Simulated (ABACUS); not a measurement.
MgO under changes of volume

One of the cells (11.804 Å³/atom); the others are scaled copies at fixed shape and fractional positions:

```xyz
4
Lattice="3.3078 0.0000 0.0000 -1.6539 2.8646 0.0000 0.0000 0.0000 4.9829" Properties=species:S:1:pos:R:3 pbc="T T T"
Mg    1.6539    0.9549    2.5022
Mg    0.0000    1.9098    0.0108
O     1.6539    0.9549    4.4968
O     0.0000    1.9098    2.0053
```

Measurements of this composition are mostly on another form, of space group No. 225.

- Program: ABACUS 3.10.1
- Functional: PBE
- Potentials or basis: PseudoDojo NC SR 0.4.1 PBE standard
- Cutoff: 1143 eV
- Density cutoff: 4572 eV
- Basis: plane waves
- k mesh: 9 × 9 × 6
- Occupations: fermi-dirac, width 0.05 eV
- Spin: no spin polarisation

```tsv
volume (Å³/atom)	energy over the lowest point (meV/atom)	pressure (GPa)	gap on the mesh (eV)	largest force (eV/Å)
11.096	?	?	?	?
11.332	20.57	8.9	3.72	0.037
11.568	9.75	5.9	3.60	0.013
11.804	2.98	3.2	3.49	0.006
12.040	0.00	0.8	3.38	0.025
12.276	0.45	-1.5	3.28	0.042
12.512	4.00	-3.5	3.18	0.058
```

**Question.** What does the run at 11.096 Å³/atom give?

**Answer.** Energy over the lowest point 36.12 meV/atom; pressure 12.2 GPa; gap on the mesh 3.84 eV; largest force 0.062 eV/Å.

Worked out: A Birch-Murnaghan fit of order 3 (a polynomial in V^(-2/3)) to the other rows has its minimum at 12.13 Å³/atom with B0 = V·E''(V) = 116 GPa and B' = 3.6 at fixed shape and positions, which overstates the stiffness. It gives 35.91 meV/atom at 11.096 Å³/atom, against the run's 36.12, and -dE/dV = 12.0 GPa, against 12.2. A straight line through the other rows of the gap, of slope -5.44 eV per unit of ln V (its deformation potential), extrapolates to 3.83 eV, against the run's 3.84.

Energies are extrapolated to zero smearing.

Caveats: an odd mesh through Γ misses points on the zone boundary, where band edges often lie.
